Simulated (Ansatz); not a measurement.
# Residual resistivity of an alloy: Nb(100) with 4 layers of random Nb-Pd, 2x2, part 2 of 2

Aim: the residual resistivity of a random alloy, from Nb(100) with 4 layers of random Nb-Pd, 2x2 and longer regions.

Ansatz 0.2.0; Ansatz plane-wave DFT, PBE, PAW files; ballistic transport by layer matching (Landauer), zero bias; PAW set soft_1.

So far. Step 3 (With 8 alloy layers): Over the solved energies the transmission per spin lies between 2.15 and 2.33, out of 10.9 channels of the lead on average (up to 11.7).

## 4. With 12 alloy layers

In 12 layers a share of 0.5 of the sites is given to Pd at random. A fresh draw is used; the growth of the resistance with length is what counts.

System of this step: Nb(100) with 12 layers of random Nb-Pd, 2x2. The cell holds 88 atoms: 64 Nb and 24 Pd. Cell: a = 6.613 Å, b = 6.613 Å, c = 36.369 Å, α = 90.0°, β = 90.0°, γ = 90.0°. It derives from Nb. Regions: lead, 40 atoms (40 Nb); scattering region, 48 atoms (24 Pd and 24 Nb). The structure is stacked along c, and the current runs across the ab planes.

Input file input.yaml:

```yaml
crystal:
  lattice:
    - [6.6126, 0.0, 0.0]
    - [0.0, 6.6126, 0.0]
    - [0.0, 0.0, 36.3693]
  atoms:
    - { symbol: Nb, position: [0.0, 0.0, 0.0227272727] }
    - { symbol: Nb, position: [0.0, 0.5, 0.0227272727] }
    - { symbol: Nb, position: [0.5, 0.0, 0.0227272727] }
    - { symbol: Nb, position: [0.5, 0.5, 0.0227272727] }
    - { symbol: Nb, position: [0.25, 0.25, 0.0681818182] }
    - { symbol: Nb, position: [0.25, 0.75, 0.0681818182] }
    - { symbol: Nb, position: [0.75, 0.25, 0.0681818182] }
    - { symbol: Nb, position: [0.75, 0.75, 0.0681818182] }
    - { symbol: Nb, position: [0.0, 0.0, 0.1136363636] }
    - { symbol: Nb, position: [0.0, 0.5, 0.1136363636] }
    - { symbol: Nb, position: [0.5, 0.0, 0.1136363636] }
    - { symbol: Nb, position: [0.5, 0.5, 0.1136363636] }
    - { symbol: Nb, position: [0.25, 0.25, 0.1590909091] }
    - { symbol: Nb, position: [0.25, 0.75, 0.1590909091] }
    - { symbol: Nb, position: [0.75, 0.25, 0.1590909091] }
    - { symbol: Nb, position: [0.75, 0.75, 0.1590909091] }
    - { symbol: Nb, position: [0.0, 0.0, 0.2045454545] }
    - { symbol: Nb, position: [0.0, 0.5, 0.2045454545] }
    - { symbol: Nb, position: [0.5, 0.0, 0.2045454545] }
    - { symbol: Nb, position: [0.5, 0.5, 0.2045454545] }
    - { symbol: Pd, position: [0.25, 0.25, 0.25] }
    - { symbol: Nb, position: [0.25, 0.75, 0.25] }
    - { symbol: Pd, position: [0.75, 0.25, 0.25] }
    - { symbol: Pd, position: [0.75, 0.75, 0.25] }
    - { symbol: Pd, position: [0.0, 0.0, 0.2954545455] }
    - { symbol: Nb, position: [0.0, 0.5, 0.2954545455] }
    - { symbol: Pd, position: [0.5, 0.0, 0.2954545455] }
    - { symbol: Nb, position: [0.5, 0.5, 0.2954545455] }
    - { symbol: Nb, position: [0.25, 0.25, 0.3409090909] }
    - { symbol: Nb, position: [0.25, 0.75, 0.3409090909] }
    - { symbol: Nb, position: [0.75, 0.25, 0.3409090909] }
    - { symbol: Nb, position: [0.75, 0.75, 0.3409090909] }
    - { symbol: Pd, position: [0.0, 0.0, 0.3863636364] }
    - { symbol: Pd, position: [0.0, 0.5, 0.3863636364] }
    - { symbol: Nb, position: [0.5, 0.0, 0.3863636364] }
    - { symbol: Nb, position: [0.5, 0.5, 0.3863636364] }
    - { symbol: Pd, position: [0.25, 0.25, 0.4318181818] }
    - { symbol: Pd, position: [0.25, 0.75, 0.4318181818] }
    - { symbol: Nb, position: [0.75, 0.25, 0.4318181818] }
    - { symbol: Nb, position: [0.75, 0.75, 0.4318181818] }
    - { symbol: Pd, position: [0.0, 0.0, 0.4772727273] }
    - { symbol: Pd, position: [0.0, 0.5, 0.4772727273] }
    - { symbol: Pd, position: [0.5, 0.0, 0.4772727273] }
    - { symbol: Pd, position: [0.5, 0.5, 0.4772727273] }
    - { symbol: Nb, position: [0.25, 0.25, 0.5227272727] }
    - { symbol: Pd, position: [0.25, 0.75, 0.5227272727] }
    - { symbol: Nb, position: [0.75, 0.25, 0.5227272727] }
    - { symbol: Pd, position: [0.75, 0.75, 0.5227272727] }
    - { symbol: Pd, position: [0.0, 0.0, 0.5681818182] }
    - { symbol: Pd, position: [0.0, 0.5, 0.5681818182] }
    - { symbol: Pd, position: [0.5, 0.0, 0.5681818182] }
    - { symbol: Nb, position: [0.5, 0.5, 0.5681818182] }
    - { symbol: Nb, position: [0.25, 0.25, 0.6136363636] }
    - { symbol: Nb, position: [0.25, 0.75, 0.6136363636] }
    - { symbol: Nb, position: [0.75, 0.25, 0.6136363636] }
    - { symbol: Pd, position: [0.75, 0.75, 0.6136363636] }
    - { symbol: Nb, position: [0.0, 0.0, 0.6590909091] }
    - { symbol: Nb, position: [0.0, 0.5, 0.6590909091] }
    - { symbol: Nb, position: [0.5, 0.0, 0.6590909091] }
    - { symbol: Nb, position: [0.5, 0.5, 0.6590909091] }
    - { symbol: Nb, position: [0.25, 0.25, 0.7045454545] }
    - { symbol: Pd, position: [0.25, 0.75, 0.7045454545] }
    - { symbol: Pd, position: [0.75, 0.25, 0.7045454545] }
    - { symbol: Pd, position: [0.75, 0.75, 0.7045454545] }
    - { symbol: Nb, position: [0.0, 0.0, 0.75] }
    - { symbol: Nb, position: [0.0, 0.5, 0.75] }
    - { symbol: Pd, position: [0.5, 0.0, 0.75] }
    - { symbol: Pd, position: [0.5, 0.5, 0.75] }
    - { symbol: Nb, position: [0.25, 0.25, 0.7954545455] }
    - { symbol: Nb, position: [0.25, 0.75, 0.7954545455] }
    - { symbol: Nb, position: [0.75, 0.25, 0.7954545455] }
    - { symbol: Nb, position: [0.75, 0.75, 0.7954545455] }
    - { symbol: Nb, position: [0.0, 0.0, 0.8409090909] }
    - { symbol: Nb, position: [0.0, 0.5, 0.8409090909] }
    - { symbol: Nb, position: [0.5, 0.0, 0.8409090909] }
    - { symbol: Nb, position: [0.5, 0.5, 0.8409090909] }
    - { symbol: Nb, position: [0.25, 0.25, 0.8863636364] }
    - { symbol: Nb, position: [0.25, 0.75, 0.8863636364] }
    - { symbol: Nb, position: [0.75, 0.25, 0.8863636364] }
    - { symbol: Nb, position: [0.75, 0.75, 0.8863636364] }
    - { symbol: Nb, position: [0.0, 0.0, 0.9318181818] }
    - { symbol: Nb, position: [0.0, 0.5, 0.9318181818] }
    - { symbol: Nb, position: [0.5, 0.0, 0.9318181818] }
    - { symbol: Nb, position: [0.5, 0.5, 0.9318181818] }
    - { symbol: Nb, position: [0.25, 0.25, 0.9772727273] }
    - { symbol: Nb, position: [0.25, 0.75, 0.9772727273] }
    - { symbol: Nb, position: [0.75, 0.25, 0.9772727273] }
    - { symbol: Nb, position: [0.75, 0.75, 0.9772727273] }
kpoints:
  mp_grid: { grid: [4, 4, 1] }
hamiltonian:
  xc: pbe
  pseudopotentials: { kind: paw, azcp: { folder: soft_1 } }
scf:
  occupations: { method: fermi_dirac, width: 0.1 }
output:
  transmission: { leads: [[0, 4]], kmesh: [8, 8], e_range: [-0.05, 0.05], de: 0.05 }
  write_potential: true
  write_density: true
  volumetric_format: npy
```

The run is started by

```sh
$ ansatz run input.yaml --threads 4 --pin off --max-ram 15360MiB --backend cpu --events-out ev --progress --plain --runs-dir out
```

Numbers of over 12 decimals in the logs are rounded to 6 here.

The log of the run:

```text
[...]
Crystal: 88 atoms, lattice volume = 1590.301 Å³
Basis set: ecut = 420 eV, 31009 PW (Γ)
Bands: 759, of which v1, the nominal top of the filled ones, is band 632 counted from 1 (631 counted from 0)
Symmetry: 1 space group operations
[...]
k-points: 10 of 16 (time reversal used)
[...]
SCF iter   1: F=—  HF=-459464.706067 eV  |F-HF|=—  |Δ(HF+E_count)|=         —  Δρ=5.08e-1  dr2=7.99e4  ethr=3.10e-3  ⟨swp⟩=4.8  Hψ=25663  notcnv=0
[...]
SCF iter  13: F=-458705.804749 eV  HF=-458705.804749 eV  |F-HF|=3.47e-8  |Δ(HF+E_count)|=   3.78e-8  Δρ=1.19e-6  dr2=4.20e-8  ethr=7.91e-12  ⟨swp⟩=11.3  Hψ=31617  notcnv=0
SCF 1 converged in 13 iterations: F = -458705.804749 eV  dr2 = 4.20e-8
[...]
transmission: 228 of 2278 steps passed
transmission: 456 of 2278 steps passed
[...]
transmission: 2278 of 2278 steps passed
SCF converged after 13 iterations
Free energy (F): -458705.804749 eV
[...]
Internal energy: -458702.462285 eV  (E = F + TS)
E sigma→0 (E₀):  -458704.133517 eV
Entropy (-TS):   -3.342464 eV (-37.983 meV/atom)
Fermi energy:    17.354829 eV
[...]
--- Band table (eV; the first three rows and the last of 10) ---
  k-point 0: bands = [... 628 lower, 17.6368, 17.6474, 17.6873, 17.6929, 17.6938, 17.7140, 17.7335, 17.7416, ... 123 higher]
  k-point 1: bands = [... 628 lower, 17.4622, 17.4758, 17.4852, 17.5113, 17.5283, 17.5651, 17.5841, 17.5984, ... 123 higher]
  k-point 2: bands = [... 628 lower, 17.2572, 17.2652, 17.2831, 17.2928, 17.3068, 17.3192, 17.3446, 17.3659, ... 123 higher]
  k-point 9: bands = [... 628 lower, 16.8946, 16.8991, 16.9235, 16.9501, 16.9656, 16.9781, 16.9914, 16.9983, ... 123 higher]
--- Transmission ---
  basis      : 385 plane waves across, 67 finite elements along
  points     : 34, standing for a mesh of 8 x 8
[...]
channels       : 1.085938e1 a spin
[...]
junction   : crystal 0 to crystal 0, 0.70 to 35.41 Å
    transmission   : 1.665717e0 a spin
[...]
```

The job ended after 39 min (4 threads of Arm Neoverse V2, shared host; peak memory 9.6 GiB; 2.3 h of CPU time).

This step gave:

```
free energy                                    : -458705.8047 eV
energy at zero smearing                        : -458704.1335 eV
Fermi energy                                   : 17.35 eV
transmission per spin nearest the Fermi level  : 1.666
open channels per spin nearest the Fermi level : 10.86
step of the lead's potential                   : 9.9 meV
```

Per spin. Table of transmission, zone mean by energy, zero at the Fermi level:

| energy (eV) | transmission, zone mean |
| --- | --- |
| -0.0500 | 1.63 |
| 0.0000 | 1.67 |
| 0.0500 | 1.57 |

Over the solved energies the transmission per spin lies between 1.57 and 1.67, out of 11.0 channels of the lead on average (up to 11.7).

## 5. The fit

This step: Ansatz plane-wave DFT, PBE, PAW files; ballistic transport by layer matching (Landauer), zero bias; residual resistivity from the slope of the area resistance, atoms on the host's lattice; PAW set soft_1 (Ansatz 0.2.0).

Numbers from this step:

| Property | Result |
| --- | --- |
| resistivity | 146.1 µΩ cm |
| intercept | 0.07093 fΩ m² |
| scatter about the fit | 0.007079 fΩ m² |

Resistance, by row:

| run | length (Å) | T | channels N | RA (fΩ m²) |
| --- | --- | --- | --- | --- |
| n4 | 6.613 | 3.647 | 10.95 | 1.032 |
| n8 | 13.23 | 2.231 | 10.93 | 2.014 |
| n12 | 19.84 | 1.622 | 10.96 | 2.965 |

The area resistance by length of the alloy:

| length of the alloy (Å) | area resistance (fΩ m²) |
| --- | --- |
| 6.61 | 1.03 |
| 13.23 | 2.01 |
| 19.84 | 2.96 |

The area resistance goes from 1.0 to 3.0 fΩ m² between 6.6 and 19.8 Å, a slope of 146 µΩ cm.

By hand from the end points: (2.965 − 1.032) fΩ m² / (19.84 − 6.61) Å = 146 µΩ cm, since 1 fΩ m² per Å is 1000 µΩ cm.

## 6. What came out

| Property | Result |
| --- | --- |
| resistivity from the slope | 146 µΩ cm |
| area resistance over 6.61 Å | 1.03 fΩ m² |
| area resistance over 13.2 Å | 2.01 fΩ m² |
| area resistance over 19.8 Å | 2.96 fΩ m² |

The slope gives 146 µΩ cm. The points scatter by 0.0071 fΩ m² about the line, with one random draw a length in a 2x2 cell, so the slope is a rough value. Read with a model of isotropic scattering on a spherical Fermi surface and the lead's 1.9×10¹⁵ S/m², this slope means a mean free path near 2.6 Å (a rough figure, since the alloy's own channel count differs); over these lengths the model's slope is within 3 % of its bulk resistivity, though a free path of a few ångströms strains the picture. The atoms sit on the host's lattice, so scattering by size misfit is left out. With 50 % of Pd, whose own structure is another, this is a hypothetical phase.

[Logs are printed without paths, hosts, clocks, repeated set-up lines and the standing remarks that a program may print on its own settings, such as how far it seeks lower states.]

[Hosts, paths, dates, database ids (printed as entryN), source tags and the programs' standing remarks are cut or masked in the printed files.]
